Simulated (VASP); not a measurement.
Runs of VASP 6.6.1 on Sc. All rows change the cell; the cell of one of them follows. Symmetry: I4/mmm, No. 139, tetragonal system. The conventional cell has a = 3.211 Å, b = 3.211 Å, c = 4.609 Å, α = 90.00°, β = 90.00°, γ = 90.00°. Around Sc (site symmetry 4/mmm) lie 12 Sc at 3.21 to 3.24 Å. This isn't the form of Sc at room conditions, which is hcp.

```tsv
cell	gap on the mesh (eV)	pressure (GPa)
strain +0.0150 x Voigt [1, 0, 0, 0, 0, 0], atoms carried along	none	2.0
strain -0.0600 x Voigt [1, 0, 0, 0, 0, 0], atoms carried along	none	7.0
strain -0.0300 x Voigt [1, 0, 0, 0, 0, 0], atoms carried along	none	(a)
strain +0.0450 x Voigt [1, 0, 0, 0, 0, 0], atoms carried along	none	0.4
```

Alike in all rows: task single point; level PBE; potentials or basis VASP PAW PBE potentials, release 64 (Sc_sv); no spin polarisation; k mesh 18 × 18 × 18; cutoff (eV) 520; smearing gaussian 0.15 eV.

Problem. Estimate the missing entries.

Solution. (a) 4.8.

A gap of «none» marks a metal or a gap under the smearing width.
